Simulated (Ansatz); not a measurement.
Input and command of a plane-wave DFT calculation in Ansatz:

```yaml
crystal:
  lattice:
    - [7.4044498893, 0.0, 0.0]
    - [-3.7022249446, 6.4124417052, 0.0]
    - [0.0, 0.0, 5.7516164696]
  atoms:
    - { symbol: Zr, position: [0.0, 0.5, 0.0] }
    - { symbol: Zr, position: [0.0, 0.0, 0.0] }
    - { symbol: Zr, position: [0.5, 0.5, 0.0] }
    - { symbol: Zr, position: [0.5, 0.0, 0.0] }
    - { symbol: S, position: [0.3327009275, 0.165401855, 0.7508417575] }
    - { symbol: S, position: [0.3327009275, 0.6672990725, 0.7508417575] }
    - { symbol: S, position: [0.8333333333, 0.1666666667, 0.7512058994] }
    - { symbol: S, position: [0.834598145, 0.6672990725, 0.7508417575] }
    - { symbol: S, position: [0.165401855, 0.3327009275, 0.2491582425] }
    - { symbol: S, position: [0.1666666667, 0.8333333333, 0.2487941006] }
    - { symbol: S, position: [0.6672990725, 0.3327009275, 0.2491582425] }
    - { symbol: S, position: [0.6672990725, 0.834598145, 0.2491582425] }
    - { symbol: H, position: [0.5, 0.5, 0.5] }
basis:
  ecutwfc: 500
kpoints:
  mp_grid: { grid: [6, 6, 6] }
hamiltonian:
  xc: r2scan
scf:
  occupations: { method: gaussian, width: 0.1 }
output:
  forces: true
  stress: true
  eigenvalues: true
relax:
  adjacent_minimum: "off"
  f_tol: 0.025
  max_steps: 70
  cell: { stress_tol: 0.12 }
```

```bash
ansatz run input.yaml --threads 2 --pin off --max-ram 5120MiB --backend cpu --events-out ev --progress --plain --runs-dir out
```

Processor: AMD EPYC 9B45 (Zen 5), 2 threads, on a host shared with other jobs.

Q: How long does it run, and how much memory does it take?

A: About 50 s on 2 threads of AMD EPYC 9B45 (Zen 5) (shared host), peak memory 1.5 GiB. It solves 62 bands at 34 k points (the mesh reduced by the symmetry that the task leaves, which can be less than the crystal's) with about 6891 plane waves (on the last cell), in 27 SCF iterations over 4 ionic steps.